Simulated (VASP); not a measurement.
# MoS2: relaxation of the atoms with PBE+D3(BJ)

Sheet: MoS2, a sheet with vacuum.

```
S Mo
1.0
     3.19160    0.00000    0.00000
    -1.59580    2.76401    0.00000
     0.00000    0.00000   33.42400
S Mo
6 3
Cartesian
  1.5958 0.9213 9.0000
  1.5958 0.9213 12.1300
  0.0000 1.8427 15.1470
  0.0000 1.8427 18.2770
  1.5958 0.9213 21.2940
  1.5958 0.9213 24.4240
  0.0000 1.8427 10.5650
  1.5958 0.9213 16.7120
  0.0000 1.8427 22.8590
```

The cell was built by a generator and needn't be a form met in nature.

| Item | Value |
| --- | --- |
| Program | VASP 6.6.1 |
| Task | relaxation of the atoms |
| Functional | PBE |
| Dispersion | D3(BJ) |
| Potentials or basis | VASP PAW PBE potentials, release 64 (S, Mo_sv) |
| Cutoff | 520 eV |
| k mesh | 8 × 8 × 1 |
| Occupations | fermi-dirac, width 0.05 eV |
| Spin | no spin polarisation |
| Further INCAR settings | ALGO = Fast; EDIFF = 1e-06; IBRION = 2; EDIFFG = -0.02; NSW = 60 |

```yaml
Energy_gained_by_relaxing: 1.5 meV/atom
Ionic_steps: 18
Largest_force_after_relaxing: 0.018 eV/Å
Band_gap_on_the_k_mesh: 1.08 eV, indirect (least direct gap 1.89 eV)
Dispersion_energy_per_atom: -0.386 eV
```

Forces on the atoms (eV/Å):
```
S    0.000  0.000  0.018
S    0.000  0.000 -0.012
S    0.000  0.000 -0.011
S    0.000  0.000  0.011
S    0.000  0.000  0.012
S    0.000  0.000 -0.018
Mo   0.000  0.000  0.007
Mo   0.000  0.000  0.000
Mo   0.000  0.000 -0.007
```

Step by step:
```tsv
step	energy change (eV)	largest force (eV/Å)	pressure (GPa)
1	0.0000	0.2125	-2.01
2	-0.0069	0.0463	-1.49
3	-0.0069	0.0300	-1.45
4	-0.0070	0.0454	-1.44
5	-0.0070	0.0444	-1.44
6	-0.0071	0.0443	-1.44
7	-0.0073	0.0447	-1.44
8	-0.0077	0.0475	-1.43
9	-0.0085	0.0519	-1.41
10	-0.0099	0.0614	-1.37
11	-0.0116	0.0955	-1.29
12	-0.0118	0.0815	-1.29
13	-0.0123	0.0463	-1.30
14	-0.0127	0.0863	-1.32
15	-0.0127	0.0614	-1.32
16	-0.0129	0.0491	-1.33
17	-0.0131	0.0339	-1.35
18	-0.0131	0.0184	-1.35
```

Final structure:
```
S Mo
1.0
     3.19160    0.00000    0.00000
    -1.59580    2.76401    0.00000
     0.00000    0.00000   33.42400
S Mo
6 3
Direct
  0.66667 0.33333 0.27241
  0.66667 0.33333 0.36540
  0.33333 0.66667 0.45359
  0.33333 0.66667 0.54641
  0.66667 0.33333 0.63460
  0.66667 0.33333 0.72759
  0.33333 0.66667 0.31892
  0.66667 0.33333 0.50000
  0.33333 0.66667 0.68108
```

Levels at points of the mesh, in eV from the valence-band top:
| k point | band 37 | band 38 | band 39 | band 40 | band 41 | band 42 |
| --- | --- | --- | --- | --- | --- | --- |
| (0.00, 0.00, 0.00) | -0.88 | -0.31 | 0.00 | 2.02 | 2.02 | 2.04 |
| (0.50, 0.00, 0.00) | -1.40 | -1.32 | -1.27 | 1.50 | 1.52 | 1.54 |

Run time: 11 min on 1 thread of Intel(R) Xeon(R) 6975P-C (Granite Rapids), on a shared host, peak memory 0.47 GiB.

A hybrid or GW would open this gap; PBE tends to underestimate it.
